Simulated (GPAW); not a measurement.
PbS:

```
Pb S
1.0
     3.65366    0.00000    0.00000
     0.00000    3.65366    0.00000
     0.00000    0.00000    3.65366
Pb S
1 1
Cartesian
  0.0000 0.0000 0.0000
  1.8268 1.8268 1.8268
```

Measurements of this composition are mostly on another form, of space group No. 225.

Program: GPAW 26.7.0. Alike in all runs: no spin polarisation; cell as given; smearing fermi-dirac 0.05 eV.

Problem. Order these runs on this cell by their pressure, lowest first.
A. level LDA; potentials or basis the program's PAW data sets (release 1.2.1) made for this functional, pw; k mesh 7 × 7 × 7; cutoff (eV) 600; maxiter 150; band path GXMGRX,MR; band points 60
B. level PBE; potentials or basis GPAW PAW data sets (gpaw-data 1.2.1), pw; k mesh 6 × 6 × 6; cutoff (eV) 450; maxiter 120; convergence default
C. level PBEsol; potentials or basis PAW data sets generated in the run's folder for this functional, pw; k mesh 7 × 7 × 7; cutoff (eV) 600; maxiter 150; band path GXMGRX,MR; band points 60

Solution. A (-5.6 GPa), C (-3.8 GPa), B (-0.8 GPa).

Caveats: the cutoff is short for stress and forces, so pressures can be off by a GPa or more (some runs).
